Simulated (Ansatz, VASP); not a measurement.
AlN in VASP and in Ansatz

```xyz
2
Lattice="0.0000 2.0585 2.0585 2.0585 0.0000 2.0585 2.0585 2.0585 0.0000" Properties=species:S:1:pos:R:3 pbc="T T T"
Al    2.0585    2.0585    2.0585
N     0.0000    0.0000    0.0000
```

Alike in both runs: task single point; functional r2SCAN; k mesh 10 × 10 × 10; occupations gaussian, width 0.02 eV; no spin polarisation.

|  | VASP | Ansatz |
| --- | --- | --- |
| version | VASP 6.6.1 | Ansatz 0.2.0 |
| potentials or method | VASP PAW PBE potentials, release 64 (Al, N) | scalar-relativistic, plane waves, PAW |
| plane-wave cutoff (eV) | 520 | 500 |
| valence electrons in the cell | 8 | 8 |

Ansatz gave:

| Property | Result |
| --- | --- |
| gap on the k mesh at the Fermi level (eV) | 4.94 |
| least direct gap on the mesh (eV) | 5.68 |
| pressure (GPa) | -14.3 |

Question: Which values does VASP return?

Answer: gap on the k mesh at the Fermi level (eV): 4.95; least direct gap on the mesh (eV): 5.72; pressure (GPa): -15.1.

Caveats: so large a pressure means that the cell lies far from this level's equilibrium, or that cutoff or potentials fall short (VASP); the potentials were made for another functional, which shifts forces and pressure (VASP). r2SCAN opens gaps a little over a GGA but as a rule still falls short of measured ones. A k mesh can miss the band edges.
